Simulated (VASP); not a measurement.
A run of VASP 6.6.1 is set up as follows.

File POSCAR:

```
B
1.0
    1.6245600000      0.0000000000      0.0000000000
    0.0000000000      2.8661500000      0.0000000000
    0.0000000000      0.0000000000      3.9144000000
B
2
Direct
    0.0000000000      0.5000000000      0.6092600000
    0.5000000000      0.0000000000      0.3907400000
```

File INCAR.step1:

```
  ALGO = Normal
  EDIFF = 1E-8
  EDIFFG = -0.002
  ENCUT = 600
  IBRION = 2
  ISIF = 3
  ISMEAR = 0
  LASPH = True
  LCHARG = False
  LMIXTAU = True
  LREAL = False
  LWAVE = False
  METAGGA = R2SCAN
  NELM = 100
  NSW = 40
  PREC = Accurate
  SIGMA = 0.05
```

Contents of INCAR.step2:

```
  ALGO = Normal
  EDIFF = 1E-8
  ENCUT = 600
  IBRION = 6
  ISIF = 3
  ISMEAR = 0
  LASPH = True
  LCHARG = False
  LMIXTAU = True
  LREAL = False
  LWAVE = False
  METAGGA = R2SCAN
  NELM = 100
  NFREE = 2
  NSW = 1
  POTIM = 0.015
  PREC = Accurate
  SIGMA = 0.05
```

The input KPOINTS:

```
k-points
0
Gamma
  12 7 5
```

Potentials or basis: VASP PAW PBE potentials, release 64 (B).

Launch:

```bash
$ cat potpaw_PBE.64/B/POTCAR > POTCAR
$ cp INCAR.step1 INCAR
$ mpirun -np 1 vasp_std > vasp.out
$ cp CONTCAR POSCAR
$ cp INCAR.step2 INCAR
$ mpirun -np 1 vasp_std > vasp.out
```

**Question.** Estimate the Voigt bulk modulus.

**Answer.** 176 GPa.

**Question.** Predict the highest phonon frequency at Γ.

**Answer.** 732 cm⁻¹.

**Question.** Predict the relaxed cell.

**Answer.** a = 1.624 Å, b = 2.845 Å, c = 3.838 Å, α = 90.00°, β = 90.00°, γ = 90.00°.

**Question.** Predict the relaxed volume.

**Answer.** 8.86 Å³/atom.

**Question.** Estimate the space group after relaxing (to 0.05 Å).

**Answer.** Pmmn (No. 59).

Step by step:
```tsv
step	energy change (eV)	largest force (eV/Å)	pressure (GPa)	volume (Å³)
1	0.0000	0.0710	-1.82	18.23
2	-0.0014	0.0188	0.95	17.95
3	-0.0016	0.0052	0.24	18.02
4	-0.0018	0.0332	-0.40	17.97
5	-0.0020	0.0146	-0.14	17.99
6	-0.0023	0.0246	-0.28	17.96
7	-0.0025	0.0438	-0.54	17.91
8	-0.0026	0.0403	-0.29	17.87
9	-0.0027	0.0360	0.04	17.82
10	-0.0027	0.0344	0.16	17.80
11	-0.0029	0.0187	0.12	17.77
12	-0.0029	0.0049	0.07	17.72
13	-0.0029	0.0019	0.07	17.72
14	-0.0029	0.0009	-0.01	17.73
15	-0.0029	0.0008	-0.01	17.73
16	-0.0029	0.0000	-0.01	17.73
```

Caveat: the elastic tensor has a negative eigenvalue, so either the cell is unstable as it stands or the mesh is too thin; the PAW data sets were made with another functional, which shifts forces and pressure a little.
